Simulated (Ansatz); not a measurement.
**Zone-centre phonons of ScAl3 at 22 GPa: input and output**

These are results of DFT PBEsol, scalar-relativistic, plane waves, PAW (Ansatz 0.2.0), not measurements.

Launched with:
```bash
ansatz run input.yaml --threads 1 --pin off --max-ram 3072MiB --backend cpu --events-out ev --progress --plain --runs-dir out
```

Input (bare energies are in eV):
```yaml
crystal:
  lattice:
    - [3.847278898, 0.0, 0.0]
    - [0.0, 3.847278898, 0.0]
    - [0.0, 0.0, 3.847278898]
  atoms:
    - { symbol: Sc, position: [0.0, 0.0, 0.0] }
    - { symbol: Al, position: [0.5, 0.0, 0.5] }
    - { symbol: Al, position: [0.0, 0.5, 0.5] }
    - { symbol: Al, position: [0.5, 0.5, 0.0] }
basis:
  ecutwfc: 420
kpoints:
  mp_grid: { grid: [12, 12, 12] }
hamiltonian:
  xc: pbesol
scf:
  occupations: { method: fermi_dirac, width: 0.15 }
output:
  eigenvalues: true
phonons:
  method: dfpt
  eigenvectors: true
```

The end of the output:
```
--- Phonons (Γ-DFPT): 3 representative perturbations + reference, on 343 of 1728 k-points (Σ response iterations 9) ---
  k mesh reduced under 8 symmetry operations, with k and −k counted as one. Each operation leaves every solved displacement unchanged or reverses it
  ASR residual: 1.022e-3 → 0.000e0 eV/Å²; symmetrization residual: 2.766e-6 eV/Å²
  ASR residual per site (eV/Å²): 1.02e-3 5.46e-5 5.46e-5 5.46e-5
  Γ frequencies (cm⁻¹): 0.00 0.00 0.00 312.96 312.96 312.96 329.55 329.55 329.55 434.09 434.09 434.09
  non-analytic LO–TO correction: not included (Born effective charges unavailable; polar crystals: no LO–TO splitting at Γ)
```

The run took 110 s on 1 thread of Intel(R) Xeon(R) Platinum 8259CL CPU @ 2.50GHz (Skylake/Cascade Lake), with other jobs on the host, peak memory 1.3 GiB.

In a metal, frequencies and elastic constants depend on the k mesh and the smearing, soft modes and shear constants most. Other phases may be more stable at this pressure.